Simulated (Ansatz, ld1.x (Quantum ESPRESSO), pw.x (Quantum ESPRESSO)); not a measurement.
**selenium: does the PAW potential hold in the solid?**

| Item | Value |
| --- | --- |
| Element | Se (Z = 34) |
| Generator | ld1.x (Quantum ESPRESSO) 7.5 |
| Type | PAW |
| Functional | PBEsol |
| Relativity | scalar-relativistic |
| Frozen core | [Ar] 3d10 |
| Valence charge | 6 |
| Reference configuration | 4s2 4p4 |
| Partial waves | 4s (bound): rcut 1.30, rcutus 1.50 bohr; 4s channel at 2.15 Ry: rcut 1.30, rcutus 1.50 bohr; 4p (bound): rcut 1.15, rcutus 1.50 bohr; 4p channel at 1.65 Ry: rcut 1.15, rcutus 1.50 bohr; 4d channel at 0.25 Ry: rcut 1.35, rcutus 1.45 bohr |
| Local potential | all-electron potential smoothed inside 1.45 bohr (lloc = -2) |
| Core correction | Bessel-smoothed model core inside 1.25 bohr |
| Augmentation charge | PSQ, inside the norm-conserving radii |

Atomic tests: cutoffs needed: 18 Ry and 35 Ry (the cutoffs (Ry, on a coarse ladder) from which the occupation-weighted sum of valence levels, in a spherical-Bessel basis at the reference potential, stays within 10 and 1 mRy of its value at 400 Ry); ghost test: no extra level below or beside the all-electron valence levels (s, p, d, f tested) (spherical-Bessel basis up to 400 Ry, 20 bohr box); largest excitation error: -289 meV (all-electron minus pseudo) for 4s2 4p0, out of 7 test configurations.

Crystal test: fcc Se in pw.x 7.5, no spin, 13³ k-points, Fermi–Dirac smearing 0.01 Ry, cutoffs 45/400 Ry. The lattice is a test structure that the element need not adopt, and mesh and smearing are coarse.

pw.x input:

```
&control
  calculation='scf', prefix='x', pseudo_dir='./', outdir='./tmp', tstress=.true., disk_io='none'
/
&system
  ibrav=0, nat=1, ntyp=1, ecutwfc=45, ecutrho=400, nbnd=10,
  occupations='smearing', smearing='fd', degauss=0.01
/
&electrons
  conv_thr=1e-09, mixing_beta=0.4, electron_maxstep=70
/
ATOMIC_SPECIES
Se 1.0 Se.UPF
CELL_PARAMETERS angstrom
  0.00000000 2.12516954 2.12516954
  2.12516954 0.00000000 2.12516954
  2.12516954 2.12516954 0.00000000
ATOMIC_POSITIONS crystal
Se 0.0000 0.0000 0.0000
K_POINTS automatic
13 13 13 0 0 0
```

```bash
pw.x < Se.scf.in > Se.scf.out
```

Task: How does the run end?

Result: It converges; the pressure is -0.01 GPa against 0.41 GPa from all-electron LAPW.  The log shows:

```
     lattice parameter (alat)  =       5.6795  a.u.
     unit-cell volume          =     129.5410 (a.u.)^3
     number of electrons       =         6.00
     number of Kohn-Sham states=           10
     kinetic-energy cutoff     =      45.0000  Ry
     charge density cutoff     =     400.0000  Ry
     scf convergence threshold =      1.0E-09
     Exchange-correlation= SLA  PW   PSX  PSC
     number of k points=    84  Fermi-Dirac smearing, width (Ry)=  0.0100
     iteration #  1     ecut=    45.00 Ry     beta= 0.40
     total energy              =    -185.92548243 Ry
     estimated scf accuracy    <       0.00149603 Ry
     iteration #  2     ecut=    45.00 Ry     beta= 0.40
     total energy              =    -185.92540703 Ry
     estimated scf accuracy    <       0.00033663 Ry
     iteration #  3     ecut=    45.00 Ry     beta= 0.40
     total energy              =    -185.92544420 Ry
     estimated scf accuracy    <       0.00000347 Ry
     iteration #  4     ecut=    45.00 Ry     beta= 0.40
     total energy              =    -185.92544464 Ry
     estimated scf accuracy    <       0.00000002 Ry
     iteration #  5     ecut=    45.00 Ry     beta= 0.40
     total energy              =    -185.92544465 Ry
     estimated scf accuracy    <          2.1E-09 Ry
     iteration #  6     ecut=    45.00 Ry     beta= 0.40
     the Fermi energy is     8.9885 ev
!    total energy              =    -185.92544465 Ry
     estimated scf accuracy    <          5.0E-12 Ry
     smearing contrib. (-TS)   =      -0.00366948 Ry
     The total energy is F=E-TS. E is the sum of the following terms:
     one-electron contribution =       6.42123578 Ry
     hartree contribution      =       0.72839188 Ry
     xc contribution           =     -21.38549691 Ry
     ewald contribution        =     -20.54973997 Ry
     one-center paw contrib.   =    -151.13616594 Ry
     convergence has been achieved in   6 iterations
          total   stress  (Ry/bohr**3)                   (kbar)     P=       -0.10
     Message from routine punch:
     Nothing written, as per user request (disk_io='none')
```
